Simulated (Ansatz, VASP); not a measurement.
**One calculation of AlRu, two programs**

```
Al Ru
1.0
     2.98250    0.00000    0.00000
     0.00000    2.98250    0.00000
     0.00000    0.00000    2.98250
Al Ru
1 1
Cartesian
  0.0000 0.0000 0.0000
  1.4912 1.4912 1.4912
```

The cell comes from a database or a generator and needn't be the stable form of this composition.

Alike in both runs: task single point; functional PBEsol; k mesh 6 × 6 × 6; occupations gaussian, width 0.1 eV; no spin polarisation.

|  | VASP | Ansatz |
| --- | --- | --- |
| version | VASP 6.6.1 | Ansatz 0.2.0 |
| potentials or method | VASP PAW PBE potentials, release 64 (Al, Ru_pv) | scalar-relativistic, plane waves, PAW |
| plane-wave cutoff (eV) | 520 | 420 |
| valence electrons in the cell | 17 | 19 |

VASP gave:

```
gap on the k mesh at the Fermi level (eV) : none
pressure (GPa)                            : -1.4
```

Task: Estimate Ansatz's values.

Result: gap on the k mesh at the Fermi level (eV): none; pressure (GPa): -1.5.

A gap of «none» marks a metal or a gap that the smearing closes. The two sets of potentials don't hold the same shells in valence.

Caveats: the PAW data sets were made with another functional, which shifts forces and pressure a little (VASP).
